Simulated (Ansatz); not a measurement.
Runs of Ansatz 0.2.0 on KBr. It takes space group Fm-3m (No. 225, cubic). Conventional cell: a = 6.600 Å, b = 6.600 Å, c = 6.600 Å, α = 90.00°, β = 90.00°, γ = 90.00°. Around Br (site symmetry m-3m) lie 6 K at 3.30 Å. Around K (site symmetry m-3m) lie 6 Br at 3.30 Å. 

| task | level | potentials or basis | k mesh | cutoff (eV) | smearing | points for each segment of the path | atoms under strain | gap on the mesh (eV) | pressure (GPa) | V0 of scaled cells (Å³/atom) | B0 (GPa) |
| --- | --- | --- | --- | --- | --- | --- | --- | --- | --- | --- | --- |
| equation of state | PBE+D3(BJ) | Ansatz PAW | 7 × 7 × 7 | 420 | fermi-dirac 0.05 eV | - | - | - | - | 35.37 | 16 |
| equation of state | PBE | Ansatz PAW earlier set | 7 × 7 × 7 | 680 | fermi-dirac 0.05 eV | - | - | - | - | 37.68 | 13 |
| band structure | PBE | Ansatz PAW earlier set | 7 × 7 × 7 | 800 | fermi-dirac 0.05 eV | 14 | - | 4.43 | 0.7 | - | - |
| equation of state | r2SCAN+D3(BJ) | Ansatz PAW | 7 × 7 × 7 | 500 | fermi-dirac 0.05 eV | - | - | - | - | 35.08 | (a) |
| elastic constants | PBEsol | Ansatz PAW | 6 × 6 × 6 | 420 | fixed | - | relaxed | 4.28 | -0.3 | - | - |
| band structure | BPBE | Ansatz PAW | 7 × 7 × 7 | 420 | fermi-dirac 0.05 eV | 14 | - | 4.59 | 1.1 | - | - |
| equation of state | PBEsol | PseudoDojo PBEsol stringent | 7 × 7 × 7 | 1034 | fermi-dirac 0.05 eV | - | - | - | - | 35.10 | (b) |
| Born charges and dielectric tensor | r2SCAN | Ansatz PAW | 7 × 7 × 7 | 500 | fixed | - | - | 5.08 | - | - | - |

Alike in all rows: no spin polarisation; cell as given.

Question: Fill in the values left out.

Answer: (a) 17; (b) 15.

Caveats: the PAW data sets come from PBE, with cores solved anew for the run's functional, which leaves a small shift of forces and pressure (some runs); the PAW data sets were made with another functional, which shifts forces and pressure a little (some runs); odd divisions of the mesh miss points on the zone boundary, where band edges often lie, so the gap on the mesh can be too wide (some runs).

A k mesh can miss the band edges, and the runs leave out spin-orbit coupling on Br.

The runs don't all hold the same shells in valence.
